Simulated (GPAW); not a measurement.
Write an ASE script for GPAW 26.7.0 that does the following.

```
Task                : single point
Functional          : PBEsol
Potentials or basis : PAW data sets generated in the run's folder for this functional
Cutoff              : 600 eV
Basis               : pw
k mesh              : 10 × 10 × 10
Occupations         : fermi-dirac, width 0.05 eV
Spin                : no spin polarisation
Maxiter             : 150
```

The structure of GaSb lies in POSCAR:

```
GaSb
1.0
   -2.7534340000      2.7534340000      1.5907070000
    2.7534340000     -2.7534340000      1.5907070000
    2.7534340000      2.7534340000     -1.5907070000
Sb Ga
1 1
Direct
    0.0000000000      0.0000000000      0.0000000000
    0.7500000000      0.2500000000      0.5000000000
```

Measurements of this composition are mostly on another form, of space group No. 216.

The input as run:

run.py

```python
from ase.dft.bandgap import bandgap
from ase.io import read, write
from ase.units import GPa
from gpaw import GPAW, PW, setup_paths

setup_paths.insert(0, '.')

atoms = read('POSCAR')

calc = GPAW(mode=PW(600),
            xc='PBEsol',
            kpts={'size': (10, 10, 10), 'gamma': True},
            occupations={'name': 'fermi-dirac', 'width': 0.05},
            nbands=18,
            convergence={'density': 1e-05, 'energy': 1e-05},
            maxiter=150,
            txt='gpaw.txt')
atoms.calc = calc
energy = atoms.get_potential_energy()
forces = atoms.get_forces()
stress = atoms.get_stress()
calc.write('gs.gpw')
write('result.traj', atoms)
print(f'Energy: {energy:.6f} eV')
print('Forces (eV/A):')
print(forces.round(4))
print('Stress (GPa):', (stress / GPa).round(3))
print('Fermi level:', round(calc.get_fermi_level(), 4), 'eV')
print(f'Gap: {bandgap(calc)[0]:.4f} eV, direct: {bandgap(calc, direct=True)[0]:.4f} eV')
```

Potentials or basis: PAW data sets generated in the run's folder for this functional, pw.

Launch:

```bash
$ gpaw-setup -f PBEsol Ga Sb
$ OMP_NUM_THREADS=1 python run.py
```

It gave:

The pressure is -3.1 GPa and the band gap on the k mesh is none (metal or under the smearing width).

It took 55 s on 1 thread of Arm Neoverse V1, with other jobs on the host, peak memory 0.22 GiB.
